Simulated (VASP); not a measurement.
# AgCl: single point with PBE

AgCl:

```
Ag Cl
1.0
     3.39559    0.00000    0.00000
     0.00000    3.39559    0.00000
     0.00000    0.00000    3.39559
Ag Cl
1 1
Direct
  0.00000 0.00000 0.00000
  0.50000 0.50000 0.50000
```

The cell was built by a generator and needn't be a form met in nature.

* Program: VASP 6.6.1
* Task: single point
* Functional: PBE
* Potentials or basis: VASP PAW PBE potentials, release 64 (Ag, Cl)
* Cutoff: 520 eV
* k mesh: 8 × 8 × 8
* Occupations: fermi-dirac, width 0.02 eV
* Spin: no spin polarisation
* Dipole correction: no
* Further INCAR settings: ALGO = Fast; EDIFF = 1e-07; NBANDS = 16

```
Pressure               : 1.5 GPa
Band gap on the k mesh : 0.58 eV, indirect (least direct gap 2.20 eV)
```

Levels at points of the mesh, in eV from the valence-band top:
```csv
k point,band 5,band 6,band 7,band 8,band 9,band 10,band 11,band 12,band 13,band 14
"(0.00, 0.00, 0.00)",-1.85,-1.85,-1.61,-1.61,-1.61,0.58,9.40,9.40,13.92,13.92
"(0.50, 0.00, 0.00)",-2.70,-1.79,-1.47,0.00,0.00,4.92,5.67,9.30,10.02,10.02
"(0.50, 0.50, 0.00)",-2.17,-2.16,-2.16,-1.53,-0.95,2.79,9.07,9.07,10.65,13.79
"(0.50, 0.50, 0.50)",-1.51,-1.51,-0.17,-0.17,-0.17,4.69,4.69,4.69,6.93,17.77
```

Wall time 15 s on 1 thread of Intel(R) Xeon(R) Platinum 8488C (Sapphire Rapids) (shared host), peak memory 0.16 GiB.

A k mesh can miss the band edges. PBE gaps usually lie below the measured ones, often by a third to a half.
